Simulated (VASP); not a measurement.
Here is a VASP 6.6.1 calculation.

INCAR

```
PREC     = Accurate       # precision mode
ENCUT    = 520            # plane-wave cutoff, eV
EDIFF    = 1E-7           # SCF threshold, eV
ISMEAR   = 0              # smearing method
SIGMA    = 0.02           # smearing width, eV
LREAL    = F              # projectors in reciprocal space
LASPH    = T              # aspherical terms in the spheres
NELM     = 60             # most SCF steps
ALGO     = Fast           # electronic algorithm
ISIF     = 2              # what is computed and relaxed
LWAVE    = F              # write WAVECAR
LCHARG   = F              # write CHGCAR
GGA      = PE             # functional
LOPTICS  = T              # frequency-dependent dielectric function
NBANDS   = 37             # bands
NEDOS    = 2000           # points of the DOS
CSHIFT   = 0.1
```

KPOINTS

```
Automatic mesh
0
Gamma
  9 6 6
```

The input POSCAR:

```
Sb
1.0
    3.1224020000      0.0000000000      0.0000000000
    0.0000000000      4.3475180000      0.0000000000
   -0.0389150000      0.0000000000      4.4058520000
Sb
2
Direct
    0.0113890000      0.2500000000      0.2411660000
    0.9886110000      0.7500000000      0.7588340000
```

Potentials or basis: VASP PAW PBE potentials, release 64 (Sb).

The run is started by

```console
$ cat potpaw_PBE.64/Sb/POTCAR > POTCAR
$ mpirun -np 1 vasp_std > vasp.out
```

Problem. Estimate the band gap on the k mesh.

Solution. None (metal or under the smearing width).

Problem. Estimate the largest force.

Solution. 0.061 eV/Å.

Dielectric function (mean over the directions given):
| energy (eV) | real part | imaginary part |
| --- | --- | --- |
| 0.30 | 64.27 | 7.03 |
| 0.89 | -52.54 | 128.25 |
| 1.58 | -13.28 | 6.57 |
| 2.27 | -5.27 | 2.40 |
| 2.96 | -2.14 | 1.55 |
| 3.64 | 0.29 | 0.51 |
| 4.33 | 2.53 | 0.64 |
| 5.02 | 5.17 | 3.29 |
| 5.71 | 2.92 | 8.28 |
| 6.40 | -2.86 | 5.42 |
| 6.99 | -1.03 | 2.06 |
| 7.68 | -0.53 | 3.01 |
| 8.37 | -1.77 | 1.82 |
| 9.06 | -0.51 | 0.63 |
| 9.75 | 0.02 | 1.21 |
| 10.44 | -0.68 | 0.82 |
| 11.13 | -0.33 | 0.31 |
| 11.82 | 0.07 | 0.62 |
| 12.51 | -0.17 | 0.36 |
| 13.20 | 0.31 | 0.39 |
| 13.79 | 0.18 | 0.30 |
| 14.48 | 0.08 | 0.44 |
| 15.17 | 0.30 | 0.20 |
| 15.86 | 0.28 | 0.19 |
| 16.55 | 0.35 | 0.14 |
| 17.24 | 0.39 | 0.05 |
| 17.93 | 0.48 | 0.03 |
| 18.62 | 0.57 | 0.05 |
| 19.31 | 0.58 | 0.06 |
| 20.00 | 0.59 | 0.04 |

Caveat: spectra need much finer meshes, so this one isn't converged; independent-particle spectra lack excitons; the intraband (Drude) part of a metal's response may be missing. Spin-orbit coupling is left out, which matters for the levels of Sb.
